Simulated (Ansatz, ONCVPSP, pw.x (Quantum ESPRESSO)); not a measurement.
What a changed setting does to a pw.x run (fcc Mo)

Potential: optimised norm-conserving Vanderbilt (ONCV), ONCVPSP 4.0.1.1 (patched build), PBEsol; core [Ar] 3d10, reference 4s2 4p6 4d5 5s1; waves: 4s+5s: rc 1.65 bohr, ncon 4, nbas 9, qcut 9.1 1/bohr, 3 projectors, debl 0.5 Ha; 4p: rc 2.00 bohr, ncon 3, nbas 6, qcut 5.6 1/bohr, 2 projectors, debl 1.5 Ha; 4d: rc 1.90 bohr, ncon 5, nbas 9, qcut 9.2 1/bohr, 2 projectors, debl 1.4 Ha; local part: polynomial inside 1.50 bohr (lpopt 5, dvloc0 0 Ha); core correction: Teter function, fcfact 4.25, rcfact 1.2.

The reference run (k-mesh 14³, cutoffs 70/280 Ry, Fermi–Dirac 0.01 Ry, mixing_beta 0.4, conv_thr 1e-9, no spin) gives 0.40 GPa at 15.547 Å³/atom, where all-electron LAPW gives 0.18 GPa. This run, with its own iteration cap, changes diagonalization to cg.

```
&control
  calculation='scf', prefix='x', pseudo_dir='./', outdir='./tmp', tstress=.true., disk_io='none'
/
&system
  ibrav=0, nat=1, ntyp=1, ecutwfc=70, ecutrho=280, nbnd=15,
  occupations='smearing', smearing='fd', degauss=0.01
/
&electrons
  conv_thr=1e-09, mixing_beta=0.4, electron_maxstep=70, diagonalization='cg'
/
ATOMIC_SPECIES
Mo 1.0 Mo.UPF
CELL_PARAMETERS angstrom
  0.00000000 1.98094401 1.98094401
  1.98094401 0.00000000 1.98094401
  1.98094401 1.98094401 0.00000000
ATOMIC_POSITIONS crystal
Mo 0.0000 0.0000 0.0000
K_POINTS automatic
14 14 14 0 0 0
```

```bash
pw.x < Mo.scf.in > Mo.scf.out
```

**Question.** How does the run end?

**Answer.** It converges in 11 iterations; the free energy moves by +0.0 meV/atom and the pressure by +0.01 GPa. The result is that of the reference run.

```
Message from routine setup:
     using ibrav=0 with symmetry is DISCOURAGED, use correct ibrav instead
     lattice parameter (alat)  =       5.2940  a.u.
     unit-cell volume          =     104.9164 (a.u.)^3
     number of electrons       =        14.00
     number of Kohn-Sham states=           15
     kinetic-energy cutoff     =      70.0000  Ry
     charge density cutoff     =     280.0000  Ry
     scf convergence threshold =      1.0E-09
     Exchange-correlation= PBESOL
     number of k points=   104  Fermi-Dirac smearing, width (Ry)=  0.0100
     iteration #  1     ecut=    70.00 Ry     beta= 0.40
     total energy              =    -141.85857789 Ry
     estimated scf accuracy    <       0.10625564 Ry
     iteration #  2     ecut=    70.00 Ry     beta= 0.40
     total energy              =    -141.85901397 Ry
     estimated scf accuracy    <       0.01502084 Ry
     iteration #  3     ecut=    70.00 Ry     beta= 0.40
     total energy              =    -141.86379681 Ry
     estimated scf accuracy    <       0.00137238 Ry
     iteration #  4     ecut=    70.00 Ry     beta= 0.40
     c_bands:  1 eigenvalues not converged
     total energy              =    -141.86228352 Ry
     estimated scf accuracy    <       0.00588628 Ry
     iteration #  5     ecut=    70.00 Ry     beta= 0.40
     total energy              =    -141.86351677 Ry
     estimated scf accuracy    <       0.00000075 Ry
     iteration #  6     ecut=    70.00 Ry     beta= 0.40
     c_bands:  1 eigenvalues not converged
     total energy              =    -141.86352477 Ry
     estimated scf accuracy    <       0.00000805 Ry
     iteration #  7     ecut=    70.00 Ry     beta= 0.40
     total energy              =    -141.86352704 Ry
     estimated scf accuracy    <       0.00000061 Ry
     iteration #  8     ecut=    70.00 Ry     beta= 0.40
     total energy              =    -141.86352716 Ry
     estimated scf accuracy    <          1.2E-09 Ry
     iteration #  9     ecut=    70.00 Ry     beta= 0.40
     total energy              =    -141.86352717 Ry
     estimated scf accuracy    <       0.00000001 Ry
     iteration # 10     ecut=    70.00 Ry     beta= 0.40
     total energy              =    -141.86352716 Ry
     estimated scf accuracy    <          4.3E-09 Ry
     iteration # 11     ecut=    70.00 Ry     beta= 0.40
     the Fermi energy is    20.8897 ev
!    total energy              =    -141.86352717 Ry
     estimated scf accuracy    <          1.7E-11 Ry
     smearing contrib. (-TS)   =      -0.00553003 Ry
     The total energy is F=E-TS. E is the sum of the following terms:
     one-electron contribution =     -18.41684525 Ry
     hartree contribution      =      18.08080868 Ry
     xc contribution           =     -21.49431605 Ry
     ewald contribution        =    -120.02764451 Ry
     convergence has been achieved in  11 iterations
          total   stress  (Ry/bohr**3)                   (kbar)     P=        4.08
     Message from routine punch:
     Nothing written, as per user request (disk_io='none')
```

The run took about 33 s on one core of a shared host (Neoverse-V2, 96 threads, 742 GiB, load 10).
